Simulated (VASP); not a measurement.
VASP 6.6.1 run: CdSe

INCAR

```
IBRION = -1
NSW = 0
PREC = Accurate
EDIFF = 1E-7
ISMEAR = -1
GGA = PE
LWAVE = .FALSE.
LCHARG = .FALSE.
SIGMA = 0.02
NELECT = 22
NELM = 67
ISIF = 2
ENCUT = 520
LASPH = .TRUE.
NBANDS = 16
LREAL = .FALSE.
```

KPOINTS

```
KPOINTS created by Atomic Simulation Environment
0
Gamma
8 8 8
0 0 0
```

POSCAR

```
Cd Se
 1.0000000000000000
     0.0000000000000000    3.0064253460999999    3.0064253460999999
     3.0064253460999999    0.0000000000000000    3.0064253460999999
     3.0064253460999999    3.0064253460999999    0.0000000000000000
 Cd  Se
   1   1
Cartesian
  0.0000000000000000  0.0000000000000000  0.0000000000000000
  1.5032126730499997  1.5032126730499997  1.5032126730499997
```

The recommended PBE PAW datasets give the neutral cell 18 valence electrons.

Command

```
mpirun -np 1 vasp_std
```

OSZICAR

```
N       E                     dE             d eps       ncg     rms          rms(c)
DAV:   1     0.154796485657E+03    0.15480E+03   -0.11416E+04   944   0.128E+03
DAV:   2     0.207818310122E+02   -0.13401E+03   -0.13133E+03  1128   0.297E+02
DAV:   3     0.161034569209E+02   -0.46784E+01   -0.46714E+01  1080   0.568E+01
DAV:   4     0.160845232502E+02   -0.18934E-01   -0.18930E-01  1184   0.362E+00
DAV:   5     0.160844207793E+02   -0.10247E-03   -0.10247E-03  1136   0.224E-01    0.175E+01
DAV:   6     0.139552119794E+02   -0.21292E+01   -0.87599E+00  1144   0.130E+01    0.960E+00
DAV:   7     0.140386550239E+02    0.83443E-01   -0.49577E-01  1008   0.742E+00    0.585E+00
DAV:   8     0.140632881405E+02    0.24633E-01   -0.55739E-02  1184   0.177E+00    0.123E+00
DAV:   9     0.140647051108E+02    0.14170E-02   -0.44628E-03  1032   0.892E-01    0.106E-01
DAV:  10     0.140648446881E+02    0.13958E-03   -0.36610E-04  1160   0.105E-01    0.441E-02
DAV:  11     0.140648504628E+02    0.57747E-05   -0.83800E-05  1120   0.460E-02    0.130E-02
DAV:  12     0.140648536592E+02    0.31964E-05   -0.15366E-05  1024   0.275E-02    0.573E-03
DAV:  13     0.140648536509E+02   -0.83505E-08   -0.59733E-07  1120   0.752E-03
   1 F= 0.14064854E+02 E0= 0.14066100E+02  d E =-.249222E-02
```

It converged. Results: pressure 114.6 GPa.

**Question.** Find the fault in these files.

**Answer.** Wrong number of electrons. On sound settings PBE gives a gap of 0.68 eV on its mesh and a pressure of 5.3 GPa for the intended cell.
